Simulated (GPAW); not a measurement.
Crystal: CsPbCl3.

```
Pb Cs Cl
1.0
     5.60500    0.00000    0.00000
     0.00000    5.60500    0.00000
     0.00000    0.00000    5.60500
Pb Cs Cl
1 1 3
Direct
  0.50000 0.50000 0.50000
  0.00000 0.00000 0.00000
  0.50000 0.00000 0.50000
  0.00000 0.50000 0.50000
  0.50000 0.50000 0.00000
```

Base run:

| Item | Value |
| --- | --- |
| Program | GPAW 26.7.0 |
| Functional | GLLB-SC |
| Potentials or basis | the program's PAW data sets (release 1.2.1) made for this functional |
| Cutoff | 450 eV |
| Basis | pw |
| k mesh | 4 × 4 × 4 |
| Occupations | fermi-dirac, width 0.001 eV |
| Spin | no spin polarisation |

Its results: band gap on the k mesh, kohn-sham part alone 2.44 eV, direct.

**Question.** The run is repeated on the same cell with these changes: functional from GLLB-SC to RPBE. What comes out?

**Answer.** Band gap on the k mesh 1.99 eV, direct.

Caveats: the long-wavelength limit can be off by a per cent or two; spin-orbit coupling is left out, which as a rule narrows the gap of such compounds by several tenths of an eV; an odd mesh through Γ misses points on the zone boundary, where band edges often lie; a model potential gives levels but no total energy (some runs); response on these states lacks terms of the Hamiltonian (some runs).

Not every run made on this cell is shown here.
